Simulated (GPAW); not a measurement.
TePb:

```
CELL_PARAMETERS angstrom
4.00229 0.00000 0.00000
0.00000 4.00229 0.00000
0.00000 0.00000 4.00229
ATOMIC_POSITIONS crystal
Pb 0.00000 0.00000 0.00000
Te 0.50000 0.50000 0.50000
```

Measurements of this composition are mostly on another form, of space group No. 225.

Base run:

```yaml
Program: GPAW 26.7.0
Functional: PBEsol
Potentials_or_basis: PAW data sets generated in the run's folder for this functional
Cutoff: 600 eV
Basis: pw
k_mesh: 7 × 7 × 7
Occupations: fermi-dirac, width 0.05 eV
Spin: no spin polarisation
```

Its results: pressure -2.9 GPa.

Question: After a change of settings the same cell gave: pressure -3.4 GPa. Which change was it?
A. functional from PBEsol to LDA; potentials or basis from PAW data sets generated in the run's folder for this functional to the program's PAW data sets (release 1.2.1) made for this functional
B. functional from PBEsol to BLYP; band points from 60 to 80
C. functional from PBEsol to revPBE; potentials or basis from PAW data sets generated in the run's folder for this functional to the program's PAW data sets (release 1.2.1) made for this functional
D. k mesh from 7 × 7 × 7 to 5 × 5 × 5; spin from no spin polarisation to spin-orbit coupling, no magnetisation

Answer: D.

Caveats: spin-orbit coupling was added after a scalar SCF, so levels and gaps hold it while energy, forces, pressure and moments don't (some runs).
